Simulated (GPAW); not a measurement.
Crystal: TaN.

```
CELL_PARAMETERS angstrom
0.00000 2.21132 2.21132
2.21132 0.00000 2.21132
2.21132 2.21132 0.00000
ATOMIC_POSITIONS crystal
Ta 0.50000 0.50000 0.50000
N 0.00000 0.00000 0.00000
```

The cell comes from a database or a generator and needn't be the stable form of this composition.

- Program: GPAW 26.7.0
- Task: relaxation of cell and atoms
- Functional: PBEsol
- Potentials or basis: PAW data sets generated in the run's folder for this functional
- Cutoff: 800 eV
- Basis: pw
- k mesh: 10 × 10 × 10
- Occupations: fermi-dirac, width 0.05 eV
- Spin: no spin polarisation

At the start: pressure -11.1 GPa; volume 10.81 Å³/atom.

**Question.** How do energy, volume and symmetry change on relaxing?

**Answer.** Over 3 steps the energy falls by 11.2 meV/atom and the volume is 10.45 Å³/atom (-3.3 %); space group Fm-3m (No. 225, to 0.05 Å).

Step by step:
```tsv
step	energy change (eV)	largest force (eV/Å)	pressure (GPa)	volume (Å³)
1	0.0000	0.0000	-11.09	21.63
2	-0.0170	0.0000	-5.94	21.28
3	-0.0224	0.0000	0.25	20.90
```

Final structure:
```
Ta N
1.0
     0.00000    2.18644    2.18644
     2.18644    0.00000    2.18644
     2.18644    2.18644    0.00000
Ta N
1 1
Direct
  0.50000 0.50000 0.50000
  0.00000 0.00000 0.00000
```

Caveat: later steps reuse the first step's grids.
